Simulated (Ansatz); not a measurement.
# Ta: the cost of one run

Program: Ansatz 0.2.0. Level of theory: DFT PBE, scalar-relativistic, plane waves, PAW. These are calculated values, not measurements.

55 further runs of the same task are left out: 55 set aside as unsound or not needed.

**1. The structure to begin with**

The structure is cubic, space group Im-3m (No. 229). Conventional cell: a = 3.319 Å, b = 3.319 Å, c = 3.319 Å, α = 90.00°, β = 90.00°, γ = 90.00°. Ta (site symmetry m-3m) has 8 Ta at 2.87 Å as nearest neighbours.

Coordinates:

```
Ta
1.0
    -1.65948    1.65948    1.65948
     1.65948   -1.65948    1.65948
     1.65948    1.65948   -1.65948
Ta
1
Direct
  0.00000 0.00000 0.00000
```

It is the result of an earlier relaxation at this level (volume 18.28 Å³/atom; gap on the mesh: none (metal)).

**2. Plan of the line**

The energy is mapped over volume and the cell's shape.

The axes are (1) volume per atom: 9 values from 16.818 to 19.743 Å³; (2) c/a of the conventional cell: 11 values from 0.887 to 1.613.

Nothing else is relaxed (symmetry fixes all fractional coordinates). Energies count from the relaxed crystal. Points are written as (first, second).

**3. Grid point (16.818 Å³, 1.613)**

The input, input.yaml:

```yaml
crystal:
  lattice:
    - [-1.3761520064, 1.3761520064, 2.220146032]
    - [1.3761520064, -1.3761520064, 2.220146032]
    - [1.3761520064, 1.3761520064, -2.220146032]
  atoms:
    - { symbol: Ta, position: [0.0, 0.0, 0.0] }
basis:
  ecutwfc: 420
kpoints:
  mp_grid: { grid: [20, 20, 20] }
hamiltonian:
  xc: pbe
  pseudopotentials: { kind: paw, azcp: { folder: soft_1 } }
scf:
  occupations: { method: gaussian, width: 0.15 }
output:
  forces: true
  stress: true
  eigenvalues: true
```

Command:

```
$ ansatz run input.yaml --threads 1 --pin off --max-ram 2048MiB --backend cpu --events-out ev --progress --plain --runs-dir out
```

Q: Estimate wall time and peak memory on 1 thread of AMD EPYC 9R45 (Zen 5), shared host.

About 3.2 s, with a peak of 0.45 GiB.
